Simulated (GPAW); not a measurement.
# Sb (P6_3/mmc) in GPAW: settings compared

The runs below take Sb through band structure, equation of state, with PBEsol, LDA.

All numbers are computed with GPAW 26.7.0; they aren't measurements. Logs are shortened: lines on timing, memory, paths and dates and some standing lists are left out, and cuts for length are marked. The log counts tension as positive stress, the text compression.

## 1. The crystal as given

It takes space group P6_3/mmc (No. 194, hexagonal). The conventional cell has a = 3.355 Å, b = 3.355 Å, c = 5.470 Å, α = 90.00°, β = 90.00°, γ = 120.00°. Sb (site symmetry -6m2) has 12 Sb at 3.35 Å as nearest neighbours.

This isn't the form of Sb at room conditions, which is rhombohedral.

## 2. Band structure, PBEsol

File run.py:

```python
from ase import Atoms
from ase.dft.bandgap import bandgap
from ase.io import write
from ase.units import GPa
from gpaw import GPAW, PW, setup_paths

setup_paths.insert(0, '.')

atoms = Atoms(['Sb', 'Sb'],
              cell=[[3.3545324186, 0.0, 0.0],
                    [-1.6772662093, 2.9051102923, 0.0],
                    [0.0, 0.0, 5.47016065]],
              scaled_positions=[[0.6666666667, 0.3333333333, 0.75],
                                [0.3333333333, 0.6666666667, 0.25]],
              pbc=True)

calc = GPAW(mode=PW(600),
            xc='PBEsol',
            kpts={'size': (7, 7, 4), 'gamma': True},
            occupations={'name': 'fermi-dirac', 'width': 0.05},
            nbands=25,
            convergence={'density': 1e-05, 'energy': 1e-05},
            maxiter=150,
            txt='gpaw.txt')
atoms.calc = calc
energy = atoms.get_potential_energy()
forces = atoms.get_forces()
stress = atoms.get_stress()
calc.write('gs.gpw')
write('result.traj', atoms)
print(f'Energy: {energy:.6f} eV')
print('Forces (eV/A):')
print(forces.round(4))
print('Stress (GPa):', (stress / GPa).round(3))
print('Fermi level:', round(calc.get_fermi_level(), 4), 'eV')
print(f'Gap: {bandgap(calc)[0]:.4f} eV, direct: {bandgap(calc, direct=True)[0]:.4f} eV')

path = atoms.cell.bandpath('GMKGALHA,LM,KH', npoints=100, eps=1e-4)
bs_calc = calc.fixed_density(kpts=path, symmetry='off', nbands=39,
                             convergence={'bands': 'CBM+6.0', 'eigenstates': 1e-6}, txt='bands.txt')
bs = bs_calc.band_structure()
bs.write('bs.json')
print(f'Gap on the path: {bandgap(bs_calc)[0]:.4f} eV')
```

Potentials or basis: PAW data sets generated in the run's folder for this functional, pw.

Started as:

```console
$ gpaw-setup -f PBEsol Sb
$ OMP_NUM_THREADS=1 python run.py
```

gpaw.txt:

```text
__  _  _
 | _ |_)|_||  |
 |__||  | ||/\| - 26.7.0

Input parameters:
  mode=PW(ecut=600.0),
  convergence={'density': 1e-05, 'energy': 1e-05},
  kpts=MonkhorstPack(size=(7, 7, 4), gamma=True),
  maxiter=150,
  nbands=25,
  occupations=Occupations(name='fermi-dirac', width=0.05),
  xc=XC(name='PBEsol')

Diagonalizing LCAO Hamiltonian
Converting LCAO to pw mode

           Sb

        Sb

Atoms  # Å, Bohr magnetons
|   | symbol |         x |        y |        z |    initial magnetic moments |
|---|--------|-----------|----------|----------|-----------------------------|
| 0 |     Sb |  1.677266 | 0.968370 | 4.102620 | ( 0.0000,  0.0000,  0.0000) |
| 1 |     Sb | -0.000000 | 1.936740 | 1.367540 | ( 0.0000,  0.0000,  0.0000) |

Unit cell  # Å
| periodic |         x |        y |        z |  lengths |     angles |
|----------|-----------|----------|----------|----------|------------|
|      yes |  3.354532 | 0.000000 | 0.000000 | 3.354532 |  90.000000 |
|      yes | -1.677266 | 2.905110 | 0.000000 | 3.354532 |  90.000000 |
|      yes |  0.000000 | 0.000000 | 5.470161 | 5.470161 | 120.000000 |

Number of symmetries: 12
Symmetry operations  # r_c * U_cc + t_c -> r_c
|    | kind |            matrix            |
|----|------|------------------------------|
|  0 |  σ   |  1, 1, 0,  0,-1, 0,  0, 0, 1 |
|  1 |  S6  |  1, 1, 0, -1, 0, 0,  0, 0,-1 |
|  2 |  E   |  1, 0, 0,  0, 1, 0,  0, 0, 1 |
|  3 |  C2  |  1, 0, 0, -1,-1, 0,  0, 0,-1 |
|  4 |  C2  |  0, 1, 0,  1, 0, 0,  0, 0,-1 |
|  5 |  C3  |  0, 1, 0, -1,-1, 0,  0, 0, 1 |
|  6 |  S6  |  0,-1, 0,  1, 1, 0,  0, 0,-1 |
|  7 |  σ   |  0,-1, 0, -1, 0, 0,  0, 0, 1 |
|  8 |  σ   | -1, 0, 0,  1, 1, 0,  0, 0, 1 |
|  9 |  i   | -1, 0, 0,  0,-1, 0,  0, 0,-1 |
| 10 |  C3  | -1,-1, 0,  1, 0, 0,  0, 0, 1 |
| 11 |  C2  | -1,-1, 0,  0, 1, 0,  0, 0,-1 |

BZ-sampling:
  Number of BZ points: 196
  Number of IBZ points: 28

  Monkhorst-Pack size: [7, 7, 4]
  Monkhorst-Pack shift: [0.0, 0.0, 0.125]

K-points  # in reciprocal-cell coordinates
|     |                                coordinates |     weight |
|-----|--------------------------------------------|------------|
|   0 | (  0.00000000,   0.00000000,   0.00000000) | 0.00510204 |
|   1 | (  0.00000000,   0.00000000,   0.25000000) | 0.01020408 |
|   2 | (  0.00000000,   0.00000000,   0.50000000) | 0.00510204 |
|   3 | (  0.14285714,   0.00000000,  -0.25000000) | 0.03061224 |
|   4 | (  0.14285714,   0.00000000,   0.00000000) | 0.03061224 |
|   5 | (  0.14285714,   0.00000000,   0.25000000) | 0.03061224 |
|   6 | (  0.14285714,   0.00000000,   0.50000000) | 0.03061224 |
|   7 | (  0.28571429,  -0.14285714,   0.00000000) | 0.03061224 |
|   8 | (  0.28571429,  -0.14285714,   0.25000000) | 0.06122449 |
|   9 | (  0.28571429,  -0.14285714,   0.50000000) | 0.03061224 |
| ... |                                            |            |
|  27 | (  0.42857143,   0.42857143,   0.50000000) | 0.03061224 |

Plane wave coefficients: 1798
Cutoff: 600.0 eV

Spin-components: 1 (collinear spins)
Bands:           25
Projectors:      12
Spin-degeneracy: 2
Datatype:        complex128

Parallelization:
  kpt:    1
  domain: 1
  band:   1

Density:
  Valence electrons: 30.0
  Components: 1
  Grid points: [20 20 32]
  Charge: 0.0  # |e|

Potential:
  Grid points: [20 20 32]

species:
  Sb:
    name:    Antimony
    Z:       51.0
    valence: 15
    core:    36
    charge:  0.0  # [|e|]
    compensation charges:
      type: gauss
      rc: 0.36  # [Å]
      lmax: 2
    cutoffs:
      filter: 2.23  # [Å]
      core: 2.23  # [Å]
    projectors
    | kind |    occ | energy [eV] | rcut [Å] |
    |------|--------|-------------|----------|
    |   5s |  2.000 |     -12.861 |    1.154 |
    |   5p |  3.000 |      -4.846 |    1.233 |
    |   4d | 10.000 |     -33.456 |    1.196 |
    |    s |        |      14.351 |    1.154 |
    |    p |        |      22.365 |    1.233 |
    |    d |        |      -6.245 |    1.196 |

    Using partial waves for Sb as LCAO basis

Reference energy: -352409.566924  # eV

eigensolver:
  PPCG
  Converge bands: occupied
  niter=2

density mixing:
  MSR1-Mixer
  Pratt-step length: 0.05
  Maximum mixing coefficient: 0.75
  Old densities: 10
  SVD Regularization: 0.005
  Good broyden scale: 1.0
  Trust region scale: 1.0
  Backstep threshold: 4.0
  History deletion threshold: 6.0
  Fourier metric: weight=20.0, sigma=0.015

occupation numbers:
  Fermi-Dirac:
    width: 0.0500  # eV

poisson solver:
  ecut: 4800.0  # eV

xc functional:
  name: PBEsol with 2 nearest neighbor stencil

convergence criteria:
- Maximum integral of absolute [dens]ity change: 1e-05 electrons / valence electron
- Maximum [total energy] change in last 3 cyles: 1e-05 eV / valence electron
- Maximum integral of absolute [eigenst]ate change: 4e-08 eV^2 / valence electron
maximum number of iterations: 150

SCF iterations
|iter     | |      energy | eigst |  dens |
|---------|-|-------------|-------|-------|
|iter:   1| |   -9.219226 | +0.48 |       |
|iter:   2| |   -9.224105 | -2.08 | -1.83 |
|iter:   3| |   -9.206279 | -2.59 | -1.85 |
|iter:   4| |   -9.206309 | -4.14 | -2.50 |
|iter:   5| |   -9.206388c| -5.06 | -2.92 |
|iter:   6| |   -9.206393c| -5.76 | -3.58 |
|iter:   7| |   -9.206393c| -6.55 | -3.97 |
|iter:   8| |   -9.206393c| -8.26c| -4.96 |
|iter:   9| |   -9.206393c| -8.36c| -5.36c|

Converged in 9 steps
Energy contributions relative to reference atoms: (reference = -352409.566924)

Energy contributions:
  Kinetic:          -2.539578
  Coulomb:           1.539188
  Zero:              0.327211
  External:          0.000000
  Xc:               -8.526781
  Entropy:          -0.012865
  Spinorbit:         0.000000
  ----------------------------
  Free energy:      -9.212825
  Extrapolated:     -9.206393

dipole moment: (-0.000000, -0.000001, -0.000001)  # |e|*Ang

Fermi level: 7.972
Eigenvalues  # (at kpt = [0.000, 0.000, 0.000])
| band index |      eig [eV] | occ [0-2] |
|------------|---------------|-----------|
|          0 |       -21.129 |     2.000 |
|        ... |               |           |
|          5 |       -21.101 |     2.000 |
|          6 |       -21.101 |     2.000 |
|          7 |       -21.101 |     2.000 |
|          8 |       -21.049 |     2.000 |
|          9 |       -21.049 |     2.000 |
|         10 |        -4.884 |     2.000 |
[... 8 lines left out ...]
|         19 |        17.245 |     0.000 |
|         20 |        18.525 |     0.000 |
|        ... |               |           |
|         24 |        20.320 |     0.000 |

No gap
No difference between direct/indirect transitions

Forces  # eV/Ang
|       x |        y |        z |
|---------|----------|----------|
| 0.00000 |  0.00000 | -0.00001 |  # Sb   0
| 0.00000 | -0.00000 |  0.00001 |  # Sb   1

Stress tensor  # eV/Ang^3
|        x |        y |        z |
|----------|----------|----------|
| 0.007511 | 0.000000 | 0.000000 |
| 0.000000 | 0.007511 | 0.000000 |
| 0.000000 | 0.000000 | 0.015095 |

# Writing to gs.gpw (mode='')
```

Wall time 65 s (1 thread of Arm Neoverse V2, shared host); peak memory 0.33 GiB.

Results:

```
Free energy             : -9.2128 eV
Pressure                : -1.6 GPa
Band gap along the path : none (metal or under the smearing width)
```

Stress tensor (GPa, compression positive):
```
-1.20  0.00  0.00
 0.00 -1.20  0.00
 0.00  0.00 -2.42
```

Levels at the corners of the path, in eV from the Fermi level:
```csv
point,band 11,band 12,band 13,band 14,band 15,band 16,band 17,band 18
Γ,-12.86,-9.02,-5.75,3.73,3.73,5.38,5.38,5.61
M,-9.25,-7.95,-4.21,-2.94,-2.17,-0.02,0.51,3.82
K,-8.02,-8.02,-4.35,-2.05,-2.05,-0.91,-0.64,-0.64
Γ,-12.86,-9.02,-5.75,3.73,3.73,5.38,5.38,5.61
A,-11.62,-11.62,-0.67,-0.67,4.55,4.55,4.55,4.55
L,-8.37,-8.37,-5.24,-5.24,1.75,1.75,1.94,1.94
H,-7.71,-7.71,-4.17,-4.17,-3.12,-3.12,3.17,3.17
A,-11.62,-11.62,-0.67,-0.67,4.55,4.55,4.55,4.55
L,-8.37,-8.37,-5.24,-5.24,1.75,1.75,1.94,1.94
M,-9.25,-7.95,-4.21,-2.94,-2.17,-0.02,0.51,3.82
K,-8.02,-8.02,-4.35,-2.05,-2.05,-0.91,-0.64,-0.64
H,-7.71,-7.71,-4.17,-4.17,-3.12,-3.12,3.17,3.17
```

Caveat: spin-orbit coupling is left out, which moves the levels of the heavy elements.

## 3. Equation of state, LDA

File run.py:

```python
from ase import Atoms
from ase.eos import EquationOfState
from ase.io import Trajectory
from ase.units import GPa
from gpaw import GPAW, PW

atoms = Atoms(['Sb', 'Sb'],
              cell=[[3.3545324186, 0.0, 0.0],
                    [-1.6772662093, 2.9051102923, 0.0],
                    [0.0, 0.0, 5.47016065]],
              scaled_positions=[[0.6666666667, 0.3333333333, 0.75],
                                [0.3333333333, 0.6666666667, 0.25]],
              pbc=True)

traj = Trajectory('eos.traj', 'w')
volumes, energies = [], []
for x in [0.94, 0.96, 0.98, 1.0, 1.02, 1.04, 1.06]:
    a = atoms.copy()
    a.set_cell(atoms.cell * x**(1 / 3), scale_atoms=True)
    calc = GPAW(mode=PW(600),
                xc='LDA',
                kpts={'size': (7, 7, 4), 'gamma': True},
                occupations={'name': 'fermi-dirac', 'width': 0.05},
                nbands=25,
                convergence={'density': 1e-05, 'energy': 1e-05},
                maxiter=150,
                txt=f'eos-{x:.2f}.txt')
    a.calc = calc
    energies.append(a.get_potential_energy(force_consistent=True))
    volumes.append(a.get_volume())
    p = -a.get_stress()[:3].mean() / GPa
    calc.write(f'eos-{x:.2f}.gpw')
    traj.write(a)
    print(f'{x:.2f} {volumes[-1]:10.4f} A^3 {energies[-1]:14.6f} eV {p:9.3f} GPa', flush=True)

v0, e0, B = EquationOfState(volumes, energies, eos='birchmurnaghan').fit()
print(f'V0 = {v0:.4f} A^3, E0 = {e0:.6f} eV, B0 = {B / GPa:.2f} GPa')
```

Potentials or basis: the program's PAW data sets (release 1.2.1) made for this functional, pw.

Started as:

```console
$ OMP_NUM_THREADS=1 python run.py
```

It took 95 s on 1 thread of Arm Neoverse V2, shared host; peak memory 0.32 GiB.

The run converged. Its results:

```yaml
Equilibrium_volume: 25.56 Å³/atom
Bulk_modulus_at_fixed_shape_and_positions: 71 GPa
Pressure_derivative_of_the_bulk_modulus: 4.6
```

Energy against volume, from the lowest point:
```csv
volume (Å³/atom),energy (meV/atom)
25.055,2.27
25.588,0.00
26.121,2.62
26.654,9.62
27.187,20.50
27.720,34.86
28.253,52.30
```

Caveat: the cell was scaled at fixed shape and fractional positions, which overstates the stiffness of a crystal with free parameters, most of all of layers and chains.
